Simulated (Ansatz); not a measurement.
## Ionic part of the dielectric constant of SiO₂, mode by mode

Level of theory: DFT PBE, scalar-relativistic, plane waves, PAW in Ansatz. Plane waves to 420 eV; Γ-centred k mesh 6×6×6; fixed occupations. No spin polarisation. Phonons by linear response, acoustic sum rule imposed.

Symmetry: I-42d, No. 122, tetragonal system. Conventional cell: a = 5.030 Å, b = 5.030 Å, c = 7.376 Å, α = 90.00°, β = 90.00°, γ = 90.00°. Around Si (site symmetry -4) lie 4 O at 1.63 Å. O (site symmetry 2) is surrounded by 2 Si at 1.63 Å.

The primitive cell has V = 93.30 Å³ and ε∞,xx = 2.211. Each polar mode adds Δε = (4.92064×10⁷/V)·S/ν² along x, with S its oscillator strength in e²/amu, ν in cm⁻¹ and V in Å³.

Problem. From these modes, find each Δε and ε0,xx.
| ν (cm⁻¹) | S_xx (e²/amu) |
| --- | --- |
| 128.4 | 0.00283 |
| 440.6 | 0.3162 |
| 751.2 | 0.1119 |
| 1043.4 | 1.266 |

Solution.
```
ν (cm⁻¹)    Δε
   128.4  0.09
   440.6  0.86
   751.2  0.10
  1043.4  0.61
```

The sum is 1.667, so ε0,xx = 3.88; the run's tensor has 3.88.

Problem. Where do the longitudinal modes lie for a wave vector along x?

Solution. At 130, 497, 764, 1192 cm⁻¹. The Lyddane–Sachs–Teller product Π(ν_LO/ν_TO)² = 1.75 matches ε0/ε∞ = 1.75.

This form isn't the usual stable structure of the compound.